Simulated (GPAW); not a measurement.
The system is SnSe.

```
CELL_PARAMETERS angstrom
0.00000 3.01000 3.01000
3.01000 0.00000 3.01000
3.01000 3.01000 0.00000
ATOMIC_POSITIONS crystal
Sn 0.00000 0.00000 0.00000
Se 0.50000 0.50000 0.50000
```

Measurements of this composition are mostly on another form, of space group No. 62.

Program: GPAW 26.7.0. Alike in all runs: no spin polarisation; cell as given; k mesh 8 × 8 × 8; cutoff (eV) 600.

**Question.** Order these runs on this cell by their pressure, lowest first.
A. level RPBE; potentials or basis the program's PAW data sets (release 1.2.1) made for this functional, pw; smearing gaussian 0.05 eV
B. level BLYP; potentials or basis PAW data sets generated in the run's folder for this functional, pw; smearing fermi-dirac 0.05 eV; eigensolver davidson; band path GXWKGLUWLK,UX; band points 60
C. level r2SCAN; potentials or basis GPAW PAW data sets (gpaw-data 1.2.1), pw; smearing fermi-dirac 0.05 eV; band path GXWKGLUWLK,UX; band points 80
D. level PBEsol; potentials or basis PAW data sets generated in the run's folder for this functional, pw; smearing gaussian 0.1 eV

**Answer.** D (-2.1 GPa), C (-0.2 GPa), A (2.4 GPa), B (4.7 GPa).

Caveats: the PAW data sets were made with another functional, which shifts forces and pressure a little (some runs).

Runs at the PBE level aren't shown here.
